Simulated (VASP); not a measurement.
# NaCl (Fm-3m) in VASP: further runs

The runs below take NaCl through relaxation of the atoms, with PBE+D3(BJ).

Everything below comes from runs of VASP 6.6.1. Logs are shortened: lines on timing, memory, paths and dates and some standing lists are left out, and cuts for length are marked.

### 1 The crystal as given

The structure is cubic, space group Fm-3m (No. 225). The conventional cell has a = 5.581 Å, b = 5.581 Å, c = 5.581 Å, α = 90.00°, β = 90.00°, γ = 90.00°. Na (site symmetry m-3m) has 6 Cl at 2.79 Å as nearest neighbours. Cl (site symmetry m-3m) is surrounded by 6 Na at 2.79 Å.

### 2 Relaxation of the atoms, PBE+D3(BJ)

File INCAR:

```
  PREC = Accurate
  ENCUT = 600
  EDIFF = 1E-7
  ISMEAR = 0
  SIGMA = 0.03
  LREAL = False
  LASPH = True
  NELM = 80
  ALGO = Normal
  ISIF = 2
  LWAVE = False
  LCHARG = False
  GGA = PE
  IVDW = 12
  IBRION = 2
  NSW = 40
  EDIFFG = -0.01
```

File KPOINTS:

```
Automatic mesh
0
Gamma
  8 8 8
```

File POSCAR:

```
NaCl                                    
1.0
    0.0000000000      2.7905126542      2.7905126542
    2.7905126542      0.0000000000      2.7905126542
    2.7905126542      2.7905126542      0.0000000000
  Na              Cl            
     1     1
Direct
     1.0000000000000000    0.0000000000000000    1.0000000000000000
     0.5000000000000000    0.5000000000000000    0.5000000000000000
```

Potentials or basis: VASP PAW PBE potentials, release 64 (Na_pv, Cl).

Started as:

```bash
$ cat potpaw_PBE.64/Na_pv/POTCAR potpaw_PBE.64/Cl/POTCAR > POTCAR
$ mpirun -np 1 vasp_std > vasp.out
```

OUTCAR:

```text
PREC = Accurate
   ENCUT = 600
   EDIFF = 1E-7
   ISMEAR = 0
   LREAL = False
   LASPH = True
   NELM = 80
   ISIF = 2
   GGA = PE
   IVDW = 12
   IBRION = 2
   NSW = 40
   EDIFFG = -0.01
 IVDW          = 12

 ion  position               nearest neighbor table
   1  0.000  0.000  0.000-
   2  0.500  0.500  0.500-

  LATTYP: Found a face centered cubic cell.
 ALAT       =     5.5810253084

  Lattice vectors:

 A1 = (   0.0000000000,   2.7905126542,   2.7905126542)
 A2 = (   2.7905126542,   0.0000000000,   2.7905126542)
 A3 = (   2.7905126542,   2.7905126542,   0.0000000000)

Analysis of symmetry for initial positions (statically):
=====================================================================
 Subroutine PRICEL returns:
 Original cell was already a primitive cell.

 Routine SETGRP: Setting up the symmetry group for a
 face centered cubic supercell.

 Subroutine GETGRP returns: Found 48 space group operations
 (whereof 48 operations were pure point group operations)
 out of a pool of 48 trial point group operations.

The static configuration has the point symmetry O_h .

Analysis of symmetry for dynamics (positions and initial velocities):
=====================================================================
 Subroutine PRICEL returns:
 Original cell was already a primitive cell.

 Routine SETGRP: Setting up the symmetry group for a
 face centered cubic supercell.

 Subroutine GETGRP returns: Found 48 space group operations
 (whereof 48 operations were pure point group operations)
 out of a pool of 48 trial point group operations.

The dynamic configuration has the point symmetry O_h .

 Subroutine INISYM returns: Found 48 space group operations
 (whereof 48 operations are pure point group operations),
 and found     1 'primitive' translations

----------------------------------------------------------------------------------------

                                     Primitive cell

  volume of cell :      43.4592

  direct lattice vectors                    reciprocal lattice vectors
     0.000000000  2.790512654  2.790512654    -0.179178546  0.179178546  0.179178546
     2.790512654  0.000000000  2.790512654     0.179178546 -0.179178546  0.179178546
     2.790512654  2.790512654  0.000000000     0.179178546  0.179178546 -0.179178546

  length of vectors
     3.946380842  3.946380842  3.946380842     0.310346345  0.310346345  0.310346345

  position of ions in fractional coordinates (direct lattice)
     0.000000000  0.000000000  0.000000000
     0.500000000  0.500000000  0.500000000

  ion indices of the primitive-cell ions
   primitive index   ion index
                 1           1
                 2           2

----------------------------------------------------------------------------------------

 KPOINTS: Automatic mesh

Automatic generation of k-mesh.
 Grid dimensions read from file:
 generate k-points for:    8    8    8

 Generating k-lattice:

  Cartesian coordinates                     Fractional coordinates (reciprocal lattice)
    -0.022397318  0.022397318  0.022397318     0.125000000  0.000000000  0.000000000
     0.022397318 -0.022397318  0.022397318     0.000000000  0.125000000  0.000000000
     0.022397318  0.022397318 -0.022397318     0.000000000  0.000000000  0.125000000

  Length of vectors
     0.038793293  0.038793293  0.038793293

  Shift w.r.t. Gamma in fractional coordinates (k-lattice)
     0.000000000  0.000000000  0.000000000

 Subroutine IBZKPT returns following result:
 ===========================================

 Found     29 irreducible k-points:

 Following reciprocal coordinates:
            Coordinates               Weight
  0.000000  0.000000  0.000000      1.000000
  0.125000  0.000000  0.000000      8.000000
  0.250000  0.000000  0.000000      8.000000
  0.375000  0.000000  0.000000      8.000000
  0.500000  0.000000  0.000000      4.000000
  0.125000  0.125000  0.000000      6.000000
[... 16 lines left out ...]
  0.500000  0.250000  0.125000     48.000000
 -0.375000  0.250000  0.125000     24.000000
 [... further k-points ...]
   k-points           NKPTS =     29   k-points in BZ     NKDIM =     29   number of bands    NBANDS=     11
   number of dos      NEDOS =    301   number of ions     NIONS =      2
   total plane-waves  NPLWV =  32768
   dimension x,y,z NGX =    32 NGY =   32 NGZ =   32
   dimension x,y,z NGXF=    64 NGYF=   64 NGZF=   64
   ions per type =               1   1
   NGX,Y,Z   is equivalent  to a cutoff of  13.48, 13.48, 13.48 a.u.
   NGXF,Y,Z  is equivalent  to a cutoff of  26.96, 26.96, 26.96 a.u.
 SYSTEM =  unknown system
   PREC   = accura    normal or accurate (medium, high low for compatibility)
   ISTART =      0    job   : 0-new  1-cont  2-samecut
   ICHARG =      2    charge: 1-file 2-atom 10-const
   ISPIN  =      1    spin polarized calculation?
   LNONCOLLINEAR =      F non collinear calculations
   LSORBIT =      F    spin-orbit coupling
   LASPH  =      T    aspherical Exc in radial PAW
   ENCUT  =  600.0 eV  44.10 Ry    6.64 a.u.   7.88  7.88  7.88*2*pi/ulx,y,z
   NELM   =     80;   NELMIN=  2; NELMDL= -5     # of ELM steps
   EDIFF  = 0.1E-06   stopping-criterion for ELM
   LREAL  =      F    real-space projection
   EDIFFG = -.1E-01   stopping-criterion for IOM
   NSW    =     40    number of steps for IOM
   IBRION =      2    ionic relax: 0-MD 1-quasi-New 2-CG
   NFREE  =      1    steps in history (QN), initial steepest desc. (CG)
   ISIF   =      2    stress and relaxation
   ISYM   =      2    0-nonsym 1-usesym 2-fastsym
   POTIM  = 0.5000    time-step for ionic-motion
   TEBEG  =    0.0;   TEEND  =   0.0 temperature during run
   PSTRESS=    0.0 pullay stress
   NELECT =      14.0000    total number of electrons
   NUPDOWN=      -1.0000    fix difference up-down
   EMIN   =  10.00;   EMAX   =-10.00  energy-range for DOS
   EFERMI =   0.00;   METHOD = LEGACY
   ISMEAR =     0;   SIGMA  =   0.03  broadening in eV -4-tet -1-fermi 0-gaus
   EFERMI_NEDOS =   21; number of points for ismear=-14 and -15
   IALGO  =     38    algorithm
   IMIX   =      4    mixing-type and parameters
     AMIX     =   0.40;   BMIX     =  1.00
     AMIX_MAG =   1.60;   BMIX_MAG =  1.00
  volume/ion in A,a.u.               =      21.73       146.64
  Fermi-wavevector in a.u.,A,eV,Ry     =   1.122251  2.120748 17.135835  1.259448
  Thomas-Fermi vector in A             =   2.258910
   LORBIT       =      0    0 simple, 1 ext, 2 COOP (PROOUT), +10 PAW based schemes
   GGA     = PE    functional components
   LHFCALC =     F    Hartree Fock is set to
   AEXX    =    0.0000 exact exchange contribution
   IVDW    =    12    specifies the selected vdW correction
   LEPSILON=     F    determine dielectric tensor
   LRPA    =     F    only Hartree local field effects (RPA)
 conjugate gradient relaxation of ions
 non-spin polarized calculation
 Gauss-broadening in eV      SIGMA  =   0.03
  energy-cutoff  :      600.00
  volume of cell :       43.46
 maximum number of plane-waves:      1472
   NGX = 15   NGY = 15   NGZ = 15

 number of electron      14.0000010 magnetization

 Free energy of the ion-electron system (eV)
  ---------------------------------------------------
  ext. energy  EPLUGINS =         0.00000000
  ---------------------------------------------------
  free energy    TOTEN  =        -6.76443221 eV

  energy without entropy =       -6.76443221  energy(sigma->0) =       -6.76443221

 E-fermi :  -0.3701     XC(G=0):  -8.3017

 val. band max:       -0.5457017426   @ k =   0.0000   0.0000   0.0000
 cond. band min:       4.6864932716   @ k =   0.0000   0.0000   0.0000
 fundamental gap:      5.2321950142
 Fermi energy:        -0.3701487523

 k-point     1 :       0.0000    0.0000    0.0000
  band No.  band energies     occupation
      1     -21.3045      2.00000
      2     -21.3045      2.00000
      3     -21.3045      2.00000
      4     -13.2770      2.00000
      5      -0.5457      2.00000
      6      -0.5457      2.00000
      7      -0.5457      2.00000
      8       4.6865      0.00000
      9      10.6063      0.00000
     10      10.6063      0.00000
     11      10.6063      0.00000

 k-point     2 :       0.1250    0.0000    0.0000
  band No.  band energies     occupation
      1     -21.3096      2.00000
      2     -21.3049      2.00000
      3     -21.3049      2.00000
      4     -13.2256      2.00000
      5      -0.9322      2.00000
      6      -0.5892      2.00000
      7      -0.5892      2.00000
      8       5.1950      0.00000
      9      10.0695      0.00000
     10      10.8067      0.00000
     11      10.8067      0.00000

 k-point     3 :       0.2500    0.0000    0.0000
  band No.  band energies     occupation
      1     -21.3216      2.00000
      2     -21.3057      2.00000
      3     -21.3057      2.00000
      4     -13.0976      2.00000
      5      -1.6956      2.00000
      6      -0.6909      2.00000
      7      -0.6909      2.00000
      8       6.1725      0.00000
      9       9.5468      0.00000
     10      10.9167      0.00000
     11      10.9167      0.00000
[... 267 lines left out ...]
 k-point    23 :       0.5000    0.2500    0.1250
  band No.  band energies     occupation
      1     -21.3292      2.00000
      2     -21.3133      2.00000
      3     -21.3085      2.00000
      4     -12.9149      2.00000
      5      -2.1566      2.00000
      6      -1.2680      2.00000
      7      -0.9258      2.00000
      8       7.7428      0.00000
      9       9.1367      0.00000
     10       9.4871      0.00000
     11      11.4912      0.00000

 k-point    24 :      -0.3750    0.2500    0.1250
  band No.  band energies     occupation
      1     -21.3317      2.00000
      2     -21.3138      2.00000
      3     -21.3095      2.00000
      4     -12.8728      2.00000
      5      -2.2796      2.00000
      6      -1.3501      2.00000
      7      -0.9816      2.00000
      8       7.8659      0.00000
      9       9.1305      0.00000
     10       9.8491      0.00000
     11      11.3039      0.00000

 [... further k-points ...]

------------------------ aborting loop because EDIFF is reached ----------------------------------------

 Edisp (eV)   -0.44333

 E8    (eV) :    -0.1854

  FORCE on cell =-STRESS in cart. coord.  units (eV):
  Direction    XX          YY          ZZ          XY          YZ          ZX
  --------------------------------------------------------------------------------------
  -------------------------------------------------------------------------------------
  Total      -0.00805    -0.00805    -0.00805     0.00000     0.00000     0.00000
  in kB      -0.29668    -0.29668    -0.29668     0.00000     0.00000     0.00000
  external pressure =       -0.30 kB  Pullay stress =        0.00 kB

 VOLUME and BASIS-vectors are now :
 -----------------------------------------------------------------------------
  energy-cutoff  :      600.00
  volume of cell :       43.46
      direct lattice vectors                 reciprocal lattice vectors
     0.000000000  2.790512654  2.790512654    -0.179178546  0.179178546  0.179178546
     2.790512654  0.000000000  2.790512654     0.179178546 -0.179178546  0.179178546
     2.790512654  2.790512654  0.000000000     0.179178546  0.179178546 -0.179178546

 POSITION                                       TOTAL-FORCE (eV/Angst)
 -----------------------------------------------------------------------------------
      0.00000      0.00000      0.00000        -0.000000     -0.000000     -0.000000
      2.79051      2.79051      2.79051         0.000000      0.000000      0.000000
 -----------------------------------------------------------------------------------
    total drift:                                0.000000     -0.000000     -0.000000

  FREE ENERGIE OF THE ION-ELECTRON SYSTEM (eV)
  ---------------------------------------------------
  free  energy   TOTEN  =        -7.2077659562 eV

  energy  without entropy=       -7.2077659562  energy(sigma->0) =       -7.20776596

 reached required accuracy - stopping structural energy minimisation
```

Run time: 5.9 s. Hardware: 1 thread of Intel Xeon 6975P-C (Granite Rapids), shared host; peak memory 0.18 GiB.

What came out:

| Item | Value |
| --- | --- |
| Free energy | -7.2078 eV |
| Pressure after relaxing | 0.0 GPa |
| Band gap on the k mesh | 5.23 eV, direct |
| Dispersion energy per atom | -0.222 eV |

Final structure:
```yaml
crystal:
  lattice:
    - [0.00000, 2.79051, 2.79051]
    - [2.79051, 0.00000, 2.79051]
    - [2.79051, 2.79051, 0.00000]
  atoms:
    - { symbol: Na, position: [0.00000, 0.00000, 0.00000] }
    - { symbol: Cl, position: [0.50000, 0.50000, 0.50000] }
```

Caveat: the relaxation stopped at its first step, so nothing moved.

### 3 Relaxation of the atoms, PBE+D3(BJ) (a relaxed cell with its volume scaled by 1.02)

INCAR is that of step 2.

KPOINTS is that of step 2.

File POSCAR:

```
NaCl                                    
1.0
    0.0000000000      2.8089934090      2.8089934090
    2.8089934090      0.0000000000      2.8089934090
    2.8089934090      2.8089934090      0.0000000000
  Na              Cl            
     1     1
Direct
     1.0000000000000000    0.0000000000000000    1.0000000000000000
     0.5000000000000000    0.5000000000000000    0.5000000000000000
```

Potentials or basis: VASP PAW PBE potentials, release 64 (Na_pv, Cl).

Started as:

```bash
$ cat potpaw_PBE.64/Na_pv/POTCAR potpaw_PBE.64/Cl/POTCAR > POTCAR
$ mpirun -np 1 vasp_std > vasp.out
```

It took 6.2 s on 1 thread of Intel Xeon 6975P-C (Granite Rapids), shared host; peak memory 0.18 GiB.

The run converged. Its results:

- Free energy: -7.2062 eV
- Pressure after relaxing: -0.6 GPa
- Band gap on the k mesh: 5.15 eV, direct
- Dispersion energy per atom: -0.217 eV

Final structure:
```
Na Cl
1.0
     0.00000    2.80899    2.80899
     2.80899    0.00000    2.80899
     2.80899    2.80899    0.00000
Na Cl
1 1
Direct
  0.00000 0.00000 0.00000
  0.50000 0.50000 0.50000
```

Levels at points of the mesh, in eV from the valence-band top:
```csv
k point,band 5,band 6,band 7,band 8,band 9,band 10
"(0.00, 0.00, 0.00)",0.00,0.00,0.00,5.15,11.13,11.13
"(0.50, 0.00, 0.00)",-1.96,-0.27,-0.27,7.29,10.72,11.00
"(0.50, 0.50, 0.00)",-1.69,-0.61,-0.61,7.57,8.07,11.40
```

Caveat: the relaxation stopped at its first step, so nothing moved.

(Continued in part 2 of 2.)
